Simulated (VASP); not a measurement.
**NaI in VASP 6.6.1, single-point calculation**

INCAR

```
NBANDS = 14
IBRION = -1
GGA = PE
ISMEAR = 1
EDIFF = 1E-7
LCHARG = .FALSE.
ENCUT = 520
NELM = 120
NSW = 0
LASPH = .TRUE.
ISIF = 2
PREC = Accurate
LWAVE = .FALSE.
SIGMA = 0.3
LREAL = .FALSE.
```

KPOINTS

```
KPOINTS created by Atomic Simulation Environment
0
Gamma
6 6 6
0 0 0
```

POSCAR

```
Na I
 1.0000000000000000
     0.0265739372750000    3.5431916337749998    3.5431916337748124
     3.5431916337749998    0.0265739372750000    3.5431916337748124
     3.5697655710000000    3.5697655710000000   -0.0000000000503750
 Na  I
   1   1
Cartesian
  0.0000000000000858  0.0000000000000858  0.0121567229373078
  1.7848827855124143  1.7848827855124143  1.7594390939375049
```

The recommended PBE PAW datasets give the neutral cell 14 valence electrons.

Command

```
mpirun -np 1 vasp_std
```

OSZICAR

```
N       E                     dE             d eps       ncg     rms          rms(c)
DAV:   1     0.809422615816E+02    0.80942E+02   -0.63426E+03  1288   0.844E+02
DAV:   2     0.221242079104E+01   -0.78730E+02   -0.73282E+02  1312   0.201E+02
DAV:   3    -0.516676300123E+01   -0.73792E+01   -0.73439E+01  1672   0.616E+01
DAV:   4    -0.536441163077E+01   -0.19765E+00   -0.19754E+00  1600   0.105E+01
DAV:   5    -0.536953648313E+01   -0.51249E-02   -0.51247E-02  1790   0.166E+00    0.165E+00
DAV:   6    -0.527095448385E+01    0.98582E-01   -0.12901E-01  1432   0.169E+00    0.112E+00
DAV:   7    -0.526313920352E+01    0.78153E-02   -0.10367E-01  1534   0.138E+00    0.698E-01
DAV:   8    -0.527253080181E+01   -0.93916E-02   -0.10670E-02  1402   0.666E-01    0.221E-01
DAV:   9    -0.527234947570E+01    0.18133E-03   -0.24302E-04  1678   0.137E-01    0.715E-02
DAV:  10    -0.527271229662E+01   -0.36282E-03   -0.44709E-04  1408   0.130E-01    0.215E-02
DAV:  11    -0.527272895776E+01   -0.16661E-04   -0.42813E-05  1660   0.523E-02    0.569E-03
DAV:  12    -0.527273171903E+01   -0.27613E-05   -0.40340E-06  1564   0.113E-02    0.353E-03
DAV:  13    -0.527273227373E+01   -0.55471E-06   -0.62088E-07  1642   0.437E-03    0.595E-04
DAV:  14    -0.527273224476E+01    0.28977E-07   -0.31819E-08  1590   0.133E-03
   1 F= -.52727322E+01 E0= -.52843831E+01  d E =0.349525E-01
```

From OUTCAR

```
k-points           NKPTS =     46   k-points in BZ     NKDIM =     46   number of bands    NBANDS=     14

   NELECT =      14.0000    total number of electrons

   dimension x,y,z NGX =    40 NGY =   40 NGZ =   40
   dimension x,y,z NGXF=    80 NGYF=   80 NGZF=   80

  energy-cutoff  :      520.00
  volume of cell :       88.96
      direct lattice vectors                 reciprocal lattice vectors
     0.026573937  3.543191634  3.543191634    -0.142182075  0.142182075  0.141115709
     3.543191634  0.026573937  3.543191634     0.142182075 -0.142182075  0.141115709
     3.569765571  3.569765571 -0.000000000     0.140065220  0.140065220 -0.141115709

 k-points in reciprocal lattice and weights: KPOINTS created by Atomic Simulation Env
   0.00000000  0.00000000  0.00000000       0.005
   0.16666667  0.00000000 -0.00000000       0.019
   0.33333333  0.00000000 -0.00000000       0.019
   0.50000000  0.00000000  0.00000000       0.009
   0.16666667  0.16666667 -0.00000000       0.009
   0.33333333  0.16666667 -0.00000000       0.019
   0.50000000  0.16666667 -0.00000000       0.019
  -0.33333333  0.16666667  0.00000000       0.019
   ...

 E-fermi :  -1.0207

 k-point     1 :       0.0000    0.0000    0.0000
  band No.  band energies     occupation
      1     -23.1961      2.00000
      2     -23.1954      2.00000
      3     -23.1947      2.00000
      4     -11.5487      2.00000
      5      -1.1319      1.58198
      6      -1.1144      1.50085
      7      -1.0961      1.41087
      8       2.7100     -0.00000
      9       6.7236      0.00000
     10       6.7876      0.00000
     11       6.8526      0.00000
     12       8.5588      0.00000
     13       8.5601      0.00000
     14       9.8627      0.00000

 k-point     2 :       0.1667    0.0000   -0.0000
  band No.  band energies     occupation
      1     -23.1967      2.00000
      2     -23.1956      2.00000
      3     -23.1948      2.00000
      4     -11.5165      2.00000
      5      -1.4913      2.04904
      6      -1.1663      1.72359
      7      -1.1454      1.64067
      8       3.2908     -0.00000
      9       6.4568      0.00000
     10       6.8795      0.00000
     11       6.9619      0.00000
     12       8.1355      0.00000
     13       8.1670      0.00000
     14       9.6552      0.00000

 k-point     3 :       0.3333    0.0000   -0.0000
  band No.  band energies     occupation
      1     -23.1979      2.00000
      2     -23.1959      2.00000
      3     -23.1950      2.00000
      4     -11.4505      2.00000
      5      -2.0866      2.00001
      6      -1.2322      1.92320
      7      -1.2168      1.88513
      8       4.1100     -0.00000
      9       6.3579      0.00000
     10       6.6877      0.00000
     11       6.7505      0.00000
     12       8.7347      0.00000
     13       8.8180      0.00000
     14       9.0951      0.00000

 k-point     4 :       0.5000    0.0000    0.0000
  band No.  band energies     occupation
      1     -23.1985      2.00000
      2     -23.1960      2.00000
      3     -23.1950      2.00000
      4     -11.4166      2.00000
      5      -2.3336      2.00000
      6      -1.2639      1.98540
      7      -1.2510      1.96250
      8       4.2926     -0.00000
      9       6.4982      0.00000
     10       6.5577      0.00000
     11       6.6279      0.00000
     12       9.4193      0.00000
     13      10.0931      0.00000
     14      10.1859      0.00000

 ...

  Total        0.1809788      0.1809788      0.1827618     -0.0157884      0.0000000      0.0000000
  in kB        3.2594844      3.2594844      3.2915964     -0.2843547      0.0000000      0.0000000
  external PRESSURE =       3.2701884 kB  Pullay stress =       0.0000000 kB

 POSITION                                       TOTAL-FORCE (eV/Angst)
 -----------------------------------------------------------------------------------
      3.56977      3.56977      0.01216         0.000000      0.000000      0.005283
      1.78488      1.78488      1.75944        -0.000000     -0.000000     -0.005283
 -----------------------------------------------------------------------------------
    total drift:                                0.000001      0.000001     -0.000320

  FREE ENERGIE OF THE ION-ELECTRON SYSTEM (eV)
  ---------------------------------------------------
  free  energy   TOTEN  =        -5.2727322448 eV

  energy  without entropy=       -5.3076847534  energy(sigma->0) =       -5.28438308
```

It converged. Results: gap between bands v and c on the k mesh 3.81 eV; least direct gap on the k mesh 3.81 eV; pressure 0.3 GPa. Band v is the last that the valence electrons fill when counted band by band, and c is the next.

For comparison, a separate PBE run of the intended cell, on usual settings and not on those above, gives a gap of 3.80 eV on its mesh and a pressure of 0.4 GPa.

The run above took about 52 s on one core of a shared host (Intel Xeon Platinum 8488C) and held 0.24 GiB at most.
